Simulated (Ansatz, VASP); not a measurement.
# Two plane-wave programs on KI

```
K I
1.0
     2.99390   -2.99643    0.00000
     2.99390    2.99643    0.00000
     0.00000    0.00000    4.23848
K I
1 1
Cartesian
  0.0000 0.0000 0.0000
  2.9939 0.0000 2.1192
```

Alike in both runs: task relaxation of cell and atoms; functional PBE; dispersion D3(BJ); k mesh 6 × 6 × 6; occupations gaussian, width 0.02 eV; no spin polarisation.

|  | VASP | Ansatz |
| --- | --- | --- |
| version | VASP 6.6.1 | Ansatz 0.2.0 |
| potentials or method | VASP PAW PBE potentials, release 64 (K_sv, I) | scalar-relativistic, plane waves, PAW |
| plane-wave cutoff (eV) | 600 | 420 |
| valence electrons in the cell | 16 | 26 |

|  | VASP | Ansatz | Ansatz less VASP |
| --- | --- | --- | --- |
| gap on the k mesh at the Fermi level, each at its own relaxed structure (eV) | 3.43 | 3.43 | +0.004 |
| relaxed volume (Å³/atom) | 38.02 | 38.02 | 0.000 |
| relaxed cell length with the largest relative difference (Å) | 4.238 | 4.238 | 0.0000 |

The two sets of potentials don't hold the same shells in valence.

Caveats: the relaxation stopped at its first step, so nothing moved; spin-orbit coupling is left out, which moves the levels of the heavy elements. A k mesh can miss the band edges.
